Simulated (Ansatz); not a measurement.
The system is CuO.

```
CELL_PARAMETERS angstrom
2.87950 0.00000 0.00000
0.03907 2.87928 0.00000
0.01750 0.01724 5.17634
ATOMIC_POSITIONS crystal
Cu 0.00000 0.50000 0.00000
Cu 0.50000 0.00000 0.50000
O 0.99842 0.00167 0.74989
O 0.00158 0.99833 0.25011
```

The cell comes from a database or a generator and needn't be the stable form of this composition.

Base run:

* Program: Ansatz 0.2.0
* Functional: LDA
* Potentials or basis: Ansatz PAW
* Cutoff: 420 eV
* Density cutoff: 1680 eV
* k mesh: 9 × 9 × 5
* Occupations: fermi-dirac, width 0.05 eV
* Spin: no spin polarisation

Its results: band gap on the k mesh none (metal or under the smearing width); pressure -8.5 GPa; largest force 0.015 eV/Å.

Task: The run is repeated on the same cell with these changes: hubbard terms from none to Cu d U = 4.5 eV; hubbard projectors from none to ortho-atomic (the default). What comes out?

Result: Band gap on the k mesh none (metal or under the smearing width); pressure -6.1 GPa; largest force 0.012 eV/Å.

Caveats: the run has no spin polarisation, though such a crystal can be magnetic; the PAW data sets come from PBE, with cores solved anew for the run's functional, which leaves a small shift of forces and pressure; semilocal functionals often make such compounds metallic where correlation or magnetic order opens a gap, which also shifts bond lengths (some runs); U without spin polarisation on a metal has little footing (some runs).

Not every run made on this cell is shown here.
